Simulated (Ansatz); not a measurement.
# Rh: the cost of one run

Computed with Ansatz 0.2.0 (DFT PBE, scalar-relativistic, plane waves, PAW, unless a step's input says otherwise).

## Step 1: The system as given

The structure is orthorhombic, space group Cmce (No. 64). Conventional cell: a = 3.017 Å, b = 9.571 Å, c = 3.993 Å, α = 90.00°, β = 90.00°, γ = 90.00°. Around Rh (site symmetry m) lie 3 Rh at 1.98 to 2.01 Å.

As a file:

```cif
data_structure
_symmetry_space_group_name_H-M 'P 1'
_symmetry_Int_Tables_number 1
_cell_length_a 5.0179
_cell_length_b 5.0179
_cell_length_c 3.9927
_cell_angle_alpha 90.000
_cell_angle_beta 90.000
_cell_angle_gamma 145.006
_cell_volume 57.65
loop_
_atom_site_label
_atom_site_type_symbol
_atom_site_fract_x
_atom_site_fract_y
_atom_site_fract_z
_atom_site_occupancy
Rh1 Rh 0.09800 0.90200 0.91000 1
Rh2 Rh 0.59800 0.40200 0.59000 1
Rh3 Rh 0.90200 0.09800 0.09000 1
Rh4 Rh 0.40200 0.59800 0.41000 1
```

(A quick probe on a coarse mesh, which set the mesh and smearing, is not shown.)

## Step 3: A loose first relaxation

Input file input.yaml:

```yaml
crystal:
  lattice:
    - [1.5086482983, -4.7857423362, 0.0]
    - [1.5086482983, 4.7857423362, 0.0]
    - [0.0, 0.0, 3.9926764633]
  atoms:
    - { symbol: Rh, position: [0.098, 0.902, 0.91] }
    - { symbol: Rh, position: [0.598, 0.402, 0.59] }
    - { symbol: Rh, position: [0.902, 0.098, 0.09] }
    - { symbol: Rh, position: [0.402, 0.598, 0.41] }
basis:
  ecutwfc: 420
kpoints:
  mp_grid: { grid: [6, 6, 4] }
hamiltonian:
  xc: pbe
scf:
  occupations: { method: gaussian, width: 0.1 }
  lower_state_search: "off"
output:
  forces: true
  stress: true
  eigenvalues: true
relax:
  adjacent_minimum: "off"
  f_tol: 0.04
  max_steps: 70
  cell: { stress_tol: 0.4 }
```

Q: Estimate wall time and peak memory on 1 thread of an x86-64 CPU, shared host.

About 23 s, with a peak of 0.45 GiB.
